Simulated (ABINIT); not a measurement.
# Sn (Fd-3m) in ABINIT: equation of state

Aim: energy against volume of Sn in PBEsol, for its equilibrium volume and stiffness.

Program: ABINIT 10.8.3 (patched build). These are calculated values, not measurements. Logs are shortened: lines on timing, memory, paths and dates and some standing lists are left out, and cuts for length are marked. The log counts tension as positive stress, the text compression.

**1. Starting point**

Symmetry: Fd-3m, No. 227, cubic system. The conventional cell has a = 6.467 Å, b = 6.467 Å, c = 6.467 Å, α = 90.00°, β = 90.00°, γ = 90.00°. Around Sn (site symmetry -43m) lie 4 Sn at 2.80 Å.

This isn't the form of Sn at room conditions, which is tetragonal (white tin).

**2. Equation of state, PBEsol**

run.abi reads:

```
# Datasets: one volume each
ndtset 7
getwfk -1
scalecart1 3*0.9795861087
scalecart2 3*0.9864848297
scalecart3 3*0.9932883884
scalecart4 3*1.0000000000
scalecart5 3*1.0066227096
scalecart6 3*1.0131594038
scalecart7 3*1.0196128224

# Pseudopotentials
pp_dirpath "./"
pseudos "Sn.upf"

# Structure
acell 3*1.0
rprim
     0.0000000000     6.1101323590     6.1101323590
     6.1101323590     0.0000000000     6.1101323590
     6.1101323590     6.1101323590     0.0000000000
ntypat 1
znucl 50
natom 2
typat 1 1
xred
     0.7500000000     0.7500000000     0.7500000000
     0.5000000000     0.5000000000     0.5000000000

# Plane-wave basis
ecut 36.0

# k points
kptopt 1
ngkpt 7 7 7
nshiftk 1
shiftk 0.0 0.0 0.0

# Exchange and correlation
ixc -116133

# Bands and occupations
nband 18
occopt 3
tsmear 0.00183747

# SCF cycle
nstep 100
tolvrs 1.0e-10

# Output
iomode 3
prtwf 1
prtden 0
prteig 0
prtebands 0
enunit 2
```

Potentials or basis: PseudoDojo NC SR PBEsol v0.4.1 standard.

The run is started by

```sh
$ abinit run.abi > log 2>&1
```

run.abo:

```text
.Version 10.8.3 of ABINIT
 DATASET    1 : space group Fd -3 m (#227); Bravais cF (face-center cubic)
================================================================================
 Values of the parameters that define the memory need for DATASET  1.
     intxc =       0    ionmov =       0      iscf =       7    lmnmax =       6
     lnmax =       6     mgfft =      48  mpssoang =       3    mqgrid =    3001
     natom =       2  nloc_mem =       1    nspden =       1   nspinor =       1
    nsppol =       1      nsym =      48    n1xccc =    2501    ntypat =       1
    occopt =       3   xclevel =       2
       mpw =        4456          nfft =      110592          nkpt =          20
================================================================================
================================================================================
[... 61 lines left out ...]
 DATASET    7 : space group Fd -3 m (#227); Bravais cF (face-center cubic)
================================================================================
 Values of the parameters that define the memory need for DATASET  7.
     intxc =       0    ionmov =       0      iscf =       7    lmnmax =       6
     lnmax =       6     mgfft =      48  mpssoang =       3    mqgrid =    3001
     natom =       2  nloc_mem =       1    nspden =       1   nspinor =       1
    nsppol =       1      nsym =      48    n1xccc =    2501    ntypat =       1
    occopt =       3   xclevel =       2
       mpw =        5013          nfft =      110592          nkpt =          20
================================================================================
================================================================================

--------------------------------------------------------------------------------
------------- Echo of variables that govern the present computation ------------
--------------------------------------------------------------------------------
 -outvars: echo values of preprocessed input variables --------
            acell      1.0000000000E+00  1.0000000000E+00  1.0000000000E+00 Bohr
              amu      1.18710000E+02
             ecut      3.60000000E+01 Hartree
           enunit           2
           getwfk          -1
              ixc     -116133
           jdtset        1    2    3    4    5    6    7
         kptrlatt        7    0    0      0    7    0      0    0    7
          kptrlen1     5.92524447E+01
          kptrlen2     5.96697292E+01
          kptrlen3     6.00812576E+01
          kptrlen4     6.04872243E+01
          kptrlen5     6.08878137E+01
          kptrlen6     6.12832002E+01
          kptrlen7     6.16735495E+01
            natom           2
            nband          18
           ndtset           7
            ngfft          48      48      48
             nkpt          20
            nstep         100
             nsym          48
           ntypat           1
           occopt           3
           prtden           0
        prtebands           0
           prteig           0
            rprim1     0.0000000000E+00  5.9854007812E+00  5.9854007812E+00
                       5.9854007812E+00  0.0000000000E+00  5.9854007812E+00
                       5.9854007812E+00  5.9854007812E+00  0.0000000000E+00
            rprim2     0.0000000000E+00  6.0275528796E+00  6.0275528796E+00
                       6.0275528796E+00  0.0000000000E+00  6.0275528796E+00
                       6.0275528796E+00  6.0275528796E+00  0.0000000000E+00
            rprim3     0.0000000000E+00  6.0691235238E+00  6.0691235238E+00
                       6.0691235238E+00  0.0000000000E+00  6.0691235238E+00
                       6.0691235238E+00  6.0691235238E+00  0.0000000000E+00
            rprim4     0.0000000000E+00  6.1101323590E+00  6.1101323590E+00
                       6.1101323590E+00  0.0000000000E+00  6.1101323590E+00
                       6.1101323590E+00  6.1101323590E+00  0.0000000000E+00
            rprim5     0.0000000000E+00  6.1505979912E+00  6.1505979912E+00
                       6.1505979912E+00  0.0000000000E+00  6.1505979912E+00
                       6.1505979912E+00  6.1505979912E+00  0.0000000000E+00
            rprim6     0.0000000000E+00  6.1905380580E+00  6.1905380580E+00
                       6.1905380580E+00  0.0000000000E+00  6.1905380580E+00
                       6.1905380580E+00  6.1905380580E+00  0.0000000000E+00
            rprim7     0.0000000000E+00  6.2299692998E+00  6.2299692998E+00
                       6.2299692998E+00  0.0000000000E+00  6.2299692998E+00
                       6.2299692998E+00  6.2299692998E+00  0.0000000000E+00
          spgroup         227
           tolvrs      1.00000000E-10
           tsmear      1.83747000E-03 Hartree
            typat      1  1
           xangst1     4.7510065341E+00  4.7510065341E+00  4.7510065341E+00
                       3.1673376894E+00  3.1673376894E+00  3.1673376894E+00
           xangst2     4.7844654289E+00  4.7844654289E+00  4.7844654289E+00
                       3.1896436192E+00  3.1896436192E+00  3.1896436192E+00
           xangst3     4.8174627851E+00  4.8174627851E+00  4.8174627851E+00
                       3.2116418568E+00  3.2116418568E+00  3.2116418568E+00
           xangst4     4.8500141967E+00  4.8500141967E+00  4.8500141967E+00
                       3.2333427978E+00  3.2333427978E+00  3.2333427978E+00
           xangst5     4.8821344323E+00  4.8821344323E+00  4.8821344323E+00
                       3.2547562882E+00  3.2547562882E+00  3.2547562882E+00
           xangst6     4.9138374919E+00  4.9138374919E+00  4.9138374919E+00
                       3.2758916613E+00  3.2758916613E+00  3.2758916613E+00
           xangst7     4.9451366638E+00  4.9451366638E+00  4.9451366638E+00
                       3.2967577758E+00  3.2967577758E+00  3.2967577758E+00
            xcart1     8.9781011718E+00  8.9781011718E+00  8.9781011718E+00
                       5.9854007812E+00  5.9854007812E+00  5.9854007812E+00
            xcart2     9.0413293194E+00  9.0413293194E+00  9.0413293194E+00
                       6.0275528796E+00  6.0275528796E+00  6.0275528796E+00
            xcart3     9.1036852857E+00  9.1036852857E+00  9.1036852857E+00
                       6.0691235238E+00  6.0691235238E+00  6.0691235238E+00
            xcart4     9.1651985385E+00  9.1651985385E+00  9.1651985385E+00
                       6.1101323590E+00  6.1101323590E+00  6.1101323590E+00
            xcart5     9.2258969868E+00  9.2258969868E+00  9.2258969868E+00
                       6.1505979912E+00  6.1505979912E+00  6.1505979912E+00
            xcart6     9.2858070870E+00  9.2858070870E+00  9.2858070870E+00
                       6.1905380580E+00  6.1905380580E+00  6.1905380580E+00
            xcart7     9.3449539497E+00  9.3449539497E+00  9.3449539497E+00
                       6.2299692998E+00  6.2299692998E+00  6.2299692998E+00
             xred      7.5000000000E-01  7.5000000000E-01  7.5000000000E-01
                       5.0000000000E-01  5.0000000000E-01  5.0000000000E-01
            znucl       50.00000

================================================================================

 chkinp: Checking input parameters for consistency, jdtset=   1.

 chkinp: Checking input parameters for consistency, jdtset=   2.

 chkinp: Checking input parameters for consistency, jdtset=   3.

 chkinp: Checking input parameters for consistency, jdtset=   4.
[... 18 lines left out ...]
 Real(R)+Recip(G) space primitive vectors, cartesian coordinates (Bohr,Bohr^-1):
 R(1)=  0.0000000  5.9854008  5.9854008  G(1)= -0.0835366  0.0835366  0.0835366
 R(2)=  5.9854008  0.0000000  5.9854008  G(2)=  0.0835366 -0.0835366  0.0835366
 R(3)=  5.9854008  5.9854008  0.0000000  G(3)=  0.0835366  0.0835366 -0.0835366
 Unit cell volume ucvol=  4.2885424E+02 bohr^3
 Angles (23,13,12)=  6.00000000E+01  6.00000000E+01  6.00000000E+01 degrees

 getcut: wavevector=  0.0000  0.0000  0.0000  ngfft=  48  48  48
         ecut(hartree)=     36.000   => boxcut(ratio)=   2.09950

--- Pseudopotential description ------------------------------------------------
- pspini: atom type   1  psp file is ./Sn.upf
12 -116133 2 -1 1628                          pspcod,pspxc,lmax,lloc,mmax
     nproj     2     2     2

   1.81696805E+03                                ecore*ucvol(ha*bohr**3)
--------------------------------------------------------------------------------

================================================================================

--- !BeginCycle
iteration_state: {dtset: 1, }
solver: {iscf: 7, nstep: 100, nline: 4, wfoptalg: 0, }
tolerances: {tolvrs: 1.00E-10, }
...

     iter   Etot(hartree)      deltaE(h)  residm     vres2
 ETOT  1  -156.81251633802    -1.568E+02 5.512E-01 4.272E+00
 ETOT  2  -157.25488206019    -4.424E-01 2.287E-02 1.040E+00
 ETOT  3  -157.25497911015    -9.705E-05 8.386E-04 5.155E-02
 ETOT  4  -157.25498372773    -4.618E-06 1.935E-04 7.873E-03
 ETOT  5  -157.25498556445    -1.837E-06 4.544E-05 4.930E-05
 ETOT  6  -157.25498556576    -1.309E-09 9.203E-06 5.436E-06
 ETOT  7  -157.25498556623    -4.731E-10 2.353E-06 2.599E-07
 ETOT  8  -157.25498556625    -1.347E-11 4.542E-07 4.889E-09
 ETOT  9  -157.25498556624     2.728E-12 1.238E-07 6.173E-11
[... 1053 lines left out ...]
 Cartesian components of stress tensor (hartree/bohr^3)
  sigma(1 1)=  2.85980877E-05  sigma(3 2)=  0.00000000E+00
  sigma(2 2)=  2.85980877E-05  sigma(3 1)=  0.00000000E+00
  sigma(3 3)=  2.85980877E-05  sigma(2 1)=  0.00000000E+00

-Cartesian components of stress tensor (GPa)         [Pressure= -8.4138E-01 GPa]
- sigma(1 1)=  8.41384790E-01  sigma(3 2)=  0.00000000E+00
- sigma(2 2)=  8.41384790E-01  sigma(3 1)=  0.00000000E+00
- sigma(3 3)=  8.41384790E-01  sigma(2 1)=  0.00000000E+00

== END DATASET(S) ==============================================================
================================================================================

 -outvars: echo values of variables after computation  --------
            acell      1.0000000000E+00  1.0000000000E+00  1.0000000000E+00 Bohr
           etotal1    -1.5725498557E+02
           etotal2    -1.5725639771E+02
           etotal3    -1.5725742258E+02
           etotal4    -1.5725810171E+02
           etotal5    -1.5725847299E+02
           etotal6    -1.5725857091E+02
           etotal7    -1.5725842634E+02
            fcart1     2.8116801631E-29 -2.8116801631E-29  5.6233603262E-30
                      -2.8116801631E-29  2.8116801631E-29 -5.6233603262E-30
            fcart2     1.5635297557E-28 -6.7008418099E-29 -2.2336139366E-29
                      -1.5635297557E-28  6.7008418099E-29  2.2336139366E-29
            fcart3    -2.2183147308E-29  2.2183147308E-29  2.2183147308E-29
                       2.2183147308E-29 -2.2183147308E-29 -2.2183147308E-29
            fcart4     4.4068525278E-29  0.0000000000E+00 -4.4068525278E-29
                      -4.4068525278E-29  0.0000000000E+00  4.4068525278E-29
            fcart5     1.3133577712E-28  1.1210387715E-44 -1.7511436950E-28
                      -1.3133577712E-28 -1.1210387715E-44  1.7511436950E-28
            fcart6     2.1748070991E-29 -2.1748070991E-29  2.1748070991E-29
                      -2.1748070991E-29  2.1748070991E-29 -2.1748070991E-29
            fcart7    -2.1610421284E-29  2.1610421284E-29  0.0000000000E+00
                       2.1610421284E-29 -2.1610421284E-29  0.0000000000E+00
            rprim1     0.0000000000E+00  5.9854007812E+00  5.9854007812E+00
[... 30 lines left out ...]
           strten6     3.6192006156E-06  3.6192006157E-06  3.6192006157E-06
                       0.0000000000E+00  0.0000000000E+00  0.0000000000E+00
           strten7     2.8598087728E-05  2.8598087728E-05  2.8598087728E-05
                       0.0000000000E+00  0.0000000000E+00  0.0000000000E+00
           xangst1     4.7510065341E+00  4.7510065341E+00  4.7510065341E+00
                       3.1673376894E+00  3.1673376894E+00  3.1673376894E+00
           xangst2     4.7844654289E+00  4.7844654289E+00  4.7844654289E+00
                       3.1896436192E+00  3.1896436192E+00  3.1896436192E+00
           xangst3     4.8174627851E+00  4.8174627851E+00  4.8174627851E+00
                       3.2116418568E+00  3.2116418568E+00  3.2116418568E+00
           xangst4     4.8500141967E+00  4.8500141967E+00  4.8500141967E+00
                       3.2333427978E+00  3.2333427978E+00  3.2333427978E+00
           xangst5     4.8821344323E+00  4.8821344323E+00  4.8821344323E+00
                       3.2547562882E+00  3.2547562882E+00  3.2547562882E+00
           xangst6     4.9138374919E+00  4.9138374919E+00  4.9138374919E+00
                       3.2758916613E+00  3.2758916613E+00  3.2758916613E+00
           xangst7     4.9451366638E+00  4.9451366638E+00  4.9451366638E+00
                       3.2967577758E+00  3.2967577758E+00  3.2967577758E+00
             xred      7.5000000000E-01  7.5000000000E-01  7.5000000000E-01
                       5.0000000000E-01  5.0000000000E-01  5.0000000000E-01
 Calculation completed.
```

Wall time 5.3 min (1 thread of Arm Neoverse V1, shared host); peak memory 0.15 GiB.

Results:

```yaml
Equilibrium_volume: 35.08 Å³/atom
Bulk_modulus: 41 GPa
Pressure_derivative_of_the_bulk_modulus: 5.0
```

Energy against volume, from the lowest point:
| volume (Å³/atom) | energy (meV/atom) |
| --- | --- |
| 31.775 | 48.78 |
| 32.451 | 29.57 |
| 33.127 | 15.62 |
| 33.803 | 6.38 |
| 34.479 | 1.33 |
| 35.155 | 0.00 |
| 35.831 | 1.97 |

Caveat: pressures at fixed basis lie under the slope of the energies.
